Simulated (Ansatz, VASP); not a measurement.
# Os in VASP and in Ansatz

```
Os
1.0
     2.75324    0.00000    0.00000
    -1.37662    2.38438    0.00000
     0.00000    0.00000    4.34801
Os
2
Direct
  0.33333 0.66667 0.25000
  0.66667 0.33333 0.75000
```

Alike in both runs: functional PBE; k mesh 16 × 16 × 9; occupations fermi-dirac, width 0.03 eV; no spin polarisation.

Ansatz relaxed the structure, and its values are those at the end. VASP's run is a single point on that final structure, the one shown.

|  | VASP | Ansatz |
| --- | --- | --- |
| version | VASP 6.6.1 | Ansatz 0.2.0 |
| potentials or method | VASP PAW PBE potentials, release 64 (Os) | PAW with Ansatz's default frozen-core files, scalar-relativistic |
| plane-wave cutoff (eV) | 520 | 420 |
| valence electrons in the cell | 16 | 32 |

Ansatz gave:

| Quantity | Value |
| --- | --- |
| pressure (GPa) | 0.0 |

Q: Estimate VASP's values.

A: Pressure (GPa): -0.2.

The two sets of potentials don't hold the same shells in valence.

Spin-orbit coupling is left out, which matters for the levels of Os.
